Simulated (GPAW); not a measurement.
# C (C2/m) in GPAW: a series of runs

The runs below take C through single point, with PBE.

Everything below comes from runs of GPAW 26.7.0. Logs are shortened: lines on timing, memory, paths and dates and some standing lists are left out, and cuts for length are marked. The log counts tension as positive stress, the text compression.

### Step 1. The crystal as given

It takes space group C2/m (No. 12, monoclinic). Conventional cell: a = 4.255 Å, b = 2.457 Å, c = 3.765 Å, α = 90.00°, β = 111.49°, γ = 90.00°. C (site symmetry m) is surrounded by 3 C at 1.42 Å.

This is a stacking variant of graphite.

### Step 2. Single point, PBE

Contents of run.py:

```python
from ase.dft.bandgap import bandgap
from ase.io import read, write
from ase.units import GPa
from gpaw import GPAW, PW

atoms = read('POSCAR')

calc = GPAW(mode=PW(800),
            xc='PBE',
            kpts={'size': (13, 13, 8), 'gamma': True},
            occupations={'name': 'fermi-dirac', 'width': 0.05},
            nbands=11,
            convergence={'density': 1e-05, 'energy': 1e-05},
            maxiter=150,
            txt='gpaw.txt')
atoms.calc = calc
energy = atoms.get_potential_energy()
forces = atoms.get_forces()
stress = atoms.get_stress()
calc.write('gs.gpw')
write('result.traj', atoms)
print(f'Energy: {energy:.6f} eV')
print('Forces (eV/A):')
print(forces.round(4))
print('Stress (GPa):', (stress / GPa).round(3))
print('Fermi level:', round(calc.get_fermi_level(), 4), 'eV')
print(f'Gap: {bandgap(calc)[0]:.4f} eV, direct: {bandgap(calc, direct=True)[0]:.4f} eV')
```

Contents of POSCAR:

```
C
1.0
    2.1273203072     -1.2282824400      0.0000000000
    2.1273203072      1.2282824400      0.0000000000
   -1.3790696309      0.0000000000      3.5028300786
C
2
Direct
    0.1666444700      0.1666444700      0.9999069600
    0.8333555300      0.8333555300      0.0000930400
```

Potentials or basis: GPAW PAW data sets (gpaw-data 1.2.1), pw.

On the command line:

```
OMP_NUM_THREADS=1 python run.py
```

gpaw.txt:

```text
__  _  _
 | _ |_)|_||  |
 |__||  | ||/\| - 26.7.0

Input parameters:
  mode=PW(ecut=800.0),
  convergence={'density': 1e-05, 'energy': 1e-05},
  kpts=MonkhorstPack(size=(13, 13, 8), gamma=True),
  maxiter=150,
  nbands=11,
  occupations=Occupations(name='fermi-dirac', width=0.05),
  xc=XC(name='PBE')

Diagonalizing LCAO Hamiltonian
Converting LCAO to pw mode

       C

                 C

Atoms  # Å, Bohr magnetons
|   | symbol |         x |        y |        z |    initial magnetic moments |
|---|--------|-----------|----------|----------|-----------------------------|
| 0 |      C | -0.669929 | 0.000000 | 3.502504 | ( 0.0000,  0.0000,  0.0000) |
| 1 |      C |  3.545500 | 0.000000 | 0.000326 | ( 0.0000,  0.0000,  0.0000) |

Unit cell  # Å
| periodic |         x |         y |        z |  lengths |     angles |
|----------|-----------|-----------|----------|----------|------------|
|      yes |  2.127320 | -1.228282 | 0.000000 | 2.456455 | 108.496630 |
|      yes |  2.127320 |  1.228282 | 0.000000 | 2.456455 | 108.496630 |
|      yes | -1.379070 |  0.000000 | 3.502830 | 3.764525 |  60.002969 |

Number of symmetries: 4
Symmetry operations  # r_c * U_cc + t_c -> r_c
|   | kind |            matrix            |
|---|------|------------------------------|
| 0 |  E   |  1, 0, 0,  0, 1, 0,  0, 0, 1 |
| 1 |  σ   |  0, 1, 0,  1, 0, 0,  0, 0, 1 |
| 2 |  C2  |  0,-1, 0, -1, 0, 0,  0, 0,-1 |
| 3 |  i   | -1, 0, 0,  0,-1, 0,  0, 0,-1 |

BZ-sampling:
  Number of BZ points: 1352
  Number of IBZ points: 371

  Monkhorst-Pack size: [13, 13, 8]
  Monkhorst-Pack shift: [0.0, 0.0, 0.0625]

K-points  # in reciprocal-cell coordinates
|     |                                coordinates |     weight |
|-----|--------------------------------------------|------------|
|   0 | (  0.00000000,   0.00000000,   0.00000000) | 0.00073964 |
|   1 | (  0.00000000,   0.00000000,   0.12500000) | 0.00147929 |
|   2 | (  0.00000000,   0.00000000,   0.25000000) | 0.00147929 |
|   3 | (  0.00000000,   0.00000000,   0.37500000) | 0.00147929 |
|   4 | (  0.00000000,   0.00000000,   0.50000000) | 0.00073964 |
|   5 | (  0.07692308,  -0.07692308,   0.00000000) | 0.00147929 |
|   6 | (  0.07692308,  -0.07692308,   0.12500000) | 0.00295858 |
|   7 | (  0.07692308,  -0.07692308,   0.25000000) | 0.00295858 |
|   8 | (  0.07692308,  -0.07692308,   0.37500000) | 0.00295858 |
|   9 | (  0.07692308,  -0.07692308,   0.50000000) | 0.00147929 |
| ... |                                            |            |
| 370 | (  0.46153846,   0.46153846,   0.50000000) | 0.00147929 |

Plane wave coefficients: 955
Cutoff: 800.0 eV

Spin-components: 1 (collinear spins)
Bands:           11
Projectors:      10
Spin-degeneracy: 2
Datatype:        complex128

Parallelization:
  kpt:    1
  domain: 1
  band:   1

Density:
  Valence electrons: 8.0
  Components: 1
  Grid points: [18 18 25]
  Charge: 0.0  # |e|

Potential:
  Grid points: [18 18 25]

species:
  C:
    name:    Carbon
    Z:       6.0
    valence: 4
    core:    2
    charge:  0.0  # [|e|]
    compensation charges:
      type: gauss
      rc: 0.20  # [Å]
      lmax: 2
    cutoffs:
      filter: 1.14  # [Å]
      core: 1.14  # [Å]
    projectors
    | kind |    occ | energy [eV] | rcut [Å] |
    |------|--------|-------------|----------|
    |   2s |  2.000 |     -13.751 |    0.635 |
    |   2p |  2.000 |      -5.284 |    0.635 |
    |    s |        |      13.461 |    0.635 |
    |    p |        |      21.927 |    0.635 |
    |    d |        |       0.000 |    0.635 |

    Using partial waves for C as LCAO basis

Reference energy: -2055.256231  # eV

eigensolver:
  PPCG
  Converge bands: occupied
  niter=2

density mixing:
  MSR1-Mixer
  Pratt-step length: 0.05
  Maximum mixing coefficient: 0.75
  Old densities: 10
  SVD Regularization: 0.005
  Good broyden scale: 1.0
  Trust region scale: 1.0
  Backstep threshold: 4.0
  History deletion threshold: 6.0
  Fourier metric: weight=20.0, sigma=0.015

occupation numbers:
  Fermi-Dirac:
    width: 0.0500  # eV

poisson solver:
  ecut: 6400.0  # eV

xc functional:
  name: PBE with 2 nearest neighbor stencil

convergence criteria:
- Maximum integral of absolute [dens]ity change: 1e-05 electrons / valence electron
- Maximum [total energy] change in last 3 cyles: 1e-05 eV / valence electron
- Maximum integral of absolute [eigenst]ate change: 4e-08 eV^2 / valence electron
maximum number of iterations: 150

SCF iterations
|iter     | |      energy | eigst |  dens |
|---------|-|-------------|-------|-------|
|iter:   1| |  -19.458293 | +0.63 |       |
|iter:   2| |  -19.320269 | -1.62 | -0.75 |
|iter:   3| |  -18.437533 | -1.06 | -0.78 |
|iter:   4| |  -18.442848 | -2.61 | -1.60 |
|iter:   5| |  -18.444917 | -3.92 | -2.03 |
|iter:   6| |  -18.444925 | -5.80 | -3.23 |
|iter:   7| |  -18.444927c| -6.87 | -3.63 |
|iter:   8| |  -18.444927c| -7.73c| -4.88 |
|iter:   9| |  -18.444927c| -8.38c| -5.35c|

Converged in 9 steps
Energy contributions relative to reference atoms: (reference = -2055.256231)

Energy contributions:
  Kinetic:          18.541388
  Coulomb:         -18.846720
  Zero:              0.041324
  External:          0.000000
  Xc:              -18.180919
  Entropy:          -0.000001
  Spinorbit:         0.000000
  ----------------------------
  Free energy:     -18.444928
  Extrapolated:    -18.444927

dipole moment: (0.000001, 0.000000, 0.000002)  # |e|*Ang

Fermi level: 5.878
Eigenvalues  # (at kpt = [0.000, 0.000, 0.000])
| band index |      eig [eV] | occ [0-2] |
|------------|---------------|-----------|
|          0 |       -13.888 |     2.000 |
|          1 |        -1.034 |     2.000 |
|          2 |         2.800 |     2.000 |
|          3 |         2.804 |     2.000 |
|          4 |         9.736 |     0.000 |
|          5 |        14.244 |     0.000 |
|          6 |        14.246 |     0.000 |
|          7 |        17.330 |     0.000 |
|          8 |        18.666 |     0.000 |
|          9 |        28.647 |     0.000 |
|         10 |        30.021 |     0.000 |

Gap: 0.930 eV
Transition (v -> c):
  (s=0, k=116, n=3, [0.31, -0.31, 0.00]) -> (s=0, k=196, n=4, [0.38, -0.31, 0.38])
Direct/indirect transitions are different
Direct gap: 0.941 eV
Transition at: (s=0, k=116, n=3, [0.31, -0.31, 0.00])

Forces  # eV/Ang
|        x |       y |        z |
|----------|---------|----------|
| -0.00238 | 0.00000 |  0.00400 |  # C    0
|  0.00238 | 0.00000 | -0.00400 |  # C    1

Stress tensor  # eV/Ang^3
|         x |         y |         z |
|-----------|-----------|-----------|
| -0.029366 |  0.000000 |  0.000186 |
|  0.000000 | -0.028927 |  0.000000 |
|  0.000186 |  0.000000 | -0.010388 |

# Writing to gs.gpw (mode='')
```

It took 57 s on 1 thread of Arm Neoverse V2, shared host; peak memory 0.25 GiB.

Results:

* Free energy: -18.4449 eV
* Pressure: 3.7 GPa
* Largest force: 0.005 eV/Å
* Band gap on the k mesh: 0.93 eV, indirect (least direct gap 0.94 eV)

Forces on the atoms (eV/Å):
```
C   -0.002  0.000  0.004
C    0.002  0.000 -0.004
```

Stress tensor (GPa, compression positive):
```
 4.70  0.00 -0.03
 0.00  4.63  0.00
-0.03  0.00  1.66
```

Caveat: the density grid can change from cell to cell, which puts small steps into energies and stress; an odd mesh through Γ misses points on the zone boundary, where band edges often lie; this functional lacks dispersion, which binds the layers, so the pressure and a relaxed spacing across them are unreliable.

### Step 3. Single point, PBE (strain = -0.02)

Changes to run.py since step 2:

```diff
@@ -1,3 +1,4 @@
+from ase import Atoms
 from ase.dft.bandgap import bandgap
-from ase.io import read, write
+from ase.io import write
 from ase.units import GPa
@@ -5,3 +6,9 @@
 
-atoms = read('POSCAR')
+atoms = Atoms(['C', 'C'],
+              cell=[[2.0847739011, -1.2037167912, 0.0],
+                    [2.0847739011, 1.2037167912, 0.0],
+                    [-1.3514882383, 0.0, 3.5028300786]],
+              scaled_positions=[[0.16664447, 0.16664447, 0.99990696],
+                                [0.83335553, 0.83335553, 0.00009304]],
+              pbc=True)
```

Potentials or basis: GPAW PAW data sets (gpaw-data 1.2.1), pw.

On the command line:

```
OMP_NUM_THREADS=1 python run.py
```

gpaw.txt:

```text
__  _  _
 | _ |_)|_||  |
 |__||  | ||/\| - 26.7.0

Input parameters:
  mode=PW(ecut=800.0),
  convergence={'density': 1e-05, 'energy': 1e-05},
  kpts=MonkhorstPack(size=(13, 13, 8), gamma=True),
  maxiter=150,
  nbands=11,
  occupations=Occupations(name='fermi-dirac', width=0.05),
  xc=XC(name='PBE')

Diagonalizing LCAO Hamiltonian
Converting LCAO to pw mode

       C

                 C

Atoms  # Å, Bohr magnetons
|   | symbol |         x |         y |        z |    initial magnetic moments |
|---|--------|-----------|-----------|----------|-----------------------------|
| 0 |      C | -0.656530 | -0.000000 | 3.502504 | ( 0.0000,  0.0000,  0.0000) |
| 1 |      C |  3.474590 | -0.000000 | 0.000326 | ( 0.0000,  0.0000,  0.0000) |

Unit cell  # Å
| periodic |         x |         y |        z |  lengths |     angles |
|----------|-----------|-----------|----------|----------|------------|
|      yes |  2.084774 | -1.203717 | 0.000000 | 2.407326 | 108.163720 |
|      yes |  2.084774 |  1.203717 | 0.000000 | 2.407326 | 108.163720 |
|      yes | -1.351488 |  0.000000 | 3.502830 | 3.754509 |  60.002969 |

Number of symmetries: 4
Symmetry operations  # r_c * U_cc + t_c -> r_c
|   | kind |            matrix            |
|---|------|------------------------------|
| 0 |  E   |  1, 0, 0,  0, 1, 0,  0, 0, 1 |
| 1 |  σ   |  0, 1, 0,  1, 0, 0,  0, 0, 1 |
| 2 |  C2  |  0,-1, 0, -1, 0, 0,  0, 0,-1 |
| 3 |  i   | -1, 0, 0,  0,-1, 0,  0, 0,-1 |

BZ-sampling:
  Number of BZ points: 1352
  Number of IBZ points: 371

  Monkhorst-Pack size: [13, 13, 8]
  Monkhorst-Pack shift: [0.0, 0.0, 0.0625]

K-points  # in reciprocal-cell coordinates
|     |                                coordinates |     weight |
|-----|--------------------------------------------|------------|
|   0 | (  0.00000000,   0.00000000,   0.00000000) | 0.00073964 |
|   1 | (  0.00000000,   0.00000000,   0.12500000) | 0.00147929 |
|   2 | (  0.00000000,   0.00000000,   0.25000000) | 0.00147929 |
|   3 | (  0.00000000,   0.00000000,   0.37500000) | 0.00147929 |
|   4 | (  0.00000000,   0.00000000,   0.50000000) | 0.00073964 |
|   5 | (  0.07692308,  -0.07692308,   0.00000000) | 0.00147929 |
|   6 | (  0.07692308,  -0.07692308,   0.12500000) | 0.00295858 |
|   7 | (  0.07692308,  -0.07692308,   0.25000000) | 0.00295858 |
|   8 | (  0.07692308,  -0.07692308,   0.37500000) | 0.00295858 |
|   9 | (  0.07692308,  -0.07692308,   0.50000000) | 0.00147929 |
| ... |                                            |            |
| 370 | (  0.46153846,   0.46153846,   0.50000000) | 0.00147929 |

Plane wave coefficients: 924
Cutoff: 800.0 eV

Spin-components: 1 (collinear spins)
Bands:           11
Projectors:      10
Spin-degeneracy: 2
Datatype:        complex128

Parallelization:
  kpt:    1
  domain: 1
  band:   1

Density:
  Valence electrons: 8.0
  Components: 1
  Grid points: [16 16 25]
  Charge: 0.0  # |e|

Potential:
  Grid points: [16 16 25]

species:
  C:
    name:    Carbon
    Z:       6.0
    valence: 4
    core:    2
    charge:  0.0  # [|e|]
    compensation charges:
      type: gauss
      rc: 0.20  # [Å]
      lmax: 2
    cutoffs:
      filter: 1.14  # [Å]
      core: 1.14  # [Å]
    projectors
    | kind |    occ | energy [eV] | rcut [Å] |
    |------|--------|-------------|----------|
    |   2s |  2.000 |     -13.751 |    0.635 |
    |   2p |  2.000 |      -5.284 |    0.635 |
    |    s |        |      13.461 |    0.635 |
    |    p |        |      21.927 |    0.635 |
    |    d |        |       0.000 |    0.635 |

    Using partial waves for C as LCAO basis

Reference energy: -2055.256231  # eV

eigensolver:
  PPCG
  Converge bands: occupied
  niter=2

density mixing:
  MSR1-Mixer
  Pratt-step length: 0.05
  Maximum mixing coefficient: 0.75
  Old densities: 10
  SVD Regularization: 0.005
  Good broyden scale: 1.0
  Trust region scale: 1.0
  Backstep threshold: 4.0
  History deletion threshold: 6.0
  Fourier metric: weight=20.0, sigma=0.015

occupation numbers:
  Fermi-Dirac:
    width: 0.0500  # eV

poisson solver:
  ecut: 6400.0  # eV

xc functional:
  name: PBE with 2 nearest neighbor stencil

convergence criteria:
- Maximum integral of absolute [dens]ity change: 1e-05 electrons / valence electron
- Maximum [total energy] change in last 3 cyles: 1e-05 eV / valence electron
- Maximum integral of absolute [eigenst]ate change: 4e-08 eV^2 / valence electron
maximum number of iterations: 150

SCF iterations
|iter     | |      energy | eigst |  dens |
|---------|-|-------------|-------|-------|
|iter:   1| |  -19.591025 | +0.67 |       |
|iter:   2| |  -19.422607 | -1.56 | -0.72 |
|iter:   3| |  -18.353772 | -0.98 | -0.75 |
|iter:   4| |  -18.359686 | -2.55 | -1.60 |
|iter:   5| |  -18.362099 | -3.86 | -2.03 |
|iter:   6| |  -18.362106 | -5.76 | -3.24 |
|iter:   7| |  -18.362108c| -6.87 | -3.64 |
|iter:   8| |  -18.362108c| -7.75c| -4.91 |
|iter:   9| |  -18.362108c| -8.42c| -5.36c|

Converged in 9 steps
Energy contributions relative to reference atoms: (reference = -2055.256231)

Energy contributions:
  Kinetic:          24.669927
  Coulomb:         -23.568683
  Zero:              0.039480
  External:          0.000000
  Xc:              -19.502833
  Entropy:          -0.000000
  Spinorbit:         0.000000
  ----------------------------
  Free energy:     -18.362108
  Extrapolated:    -18.362108

dipole moment: (0.000001, 0.000000, 0.000002)  # |e|*Ang

Fermi level: 6.299
Eigenvalues  # (at kpt = [0.000, 0.000, 0.000])
| band index |      eig [eV] | occ [0-2] |
|------------|---------------|-----------|
|          0 |       -13.957 |     2.000 |
|          1 |        -1.055 |     2.000 |
|          2 |         3.252 |     2.000 |
|          3 |         3.255 |     2.000 |
|          4 |         9.922 |     0.000 |
|          5 |        15.072 |     0.000 |
|          6 |        15.073 |     0.000 |
|          7 |        18.518 |     0.000 |
|          8 |        20.505 |     0.000 |
|          9 |        29.866 |     0.000 |
|         10 |        30.579 |     0.000 |

Gap: 1.027 eV
Transition (v -> c):
  (s=0, k=116, n=3, [0.31, -0.31, 0.00]) -> (s=0, k=196, n=4, [0.38, -0.31, 0.38])
Direct/indirect transitions are different
Direct gap: 1.039 eV
Transition at: (s=0, k=116, n=3, [0.31, -0.31, 0.00])

Forces  # eV/Ang
|        x |       y |        z |
|----------|---------|----------|
| -0.00275 | 0.00000 |  0.00511 |  # C    0
|  0.00275 | 0.00000 | -0.00511 |  # C    1

Stress tensor  # eV/Ang^3
|         x |         y |         z |
|-----------|-----------|-----------|
| -0.198754 |  0.000000 |  0.000183 |
|  0.000000 | -0.198341 | -0.000000 |
|  0.000183 | -0.000000 | -0.010002 |

# Writing to gs.gpw (mode='')
```

Run time: 53 s. Hardware: 1 thread of Arm Neoverse V1, shared host; peak memory 0.23 GiB.

What came out:

```
Free energy            : -18.3621 eV
Pressure               : 21.7 GPa
Largest force          : 0.006 eV/Å
Band gap on the k mesh : 1.03 eV, indirect (least direct gap 1.04 eV)
```

Forces on the atoms (eV/Å):
```
C   -0.003  0.000  0.005
C    0.003  0.000 -0.005
```

Caveat: the density grid can change from cell to cell, which puts small steps into energies and stress; an odd mesh through Γ misses points on the zone boundary, where band edges often lie; this functional lacks dispersion, which binds the layers, so the pressure and a relaxed spacing across them are unreliable.
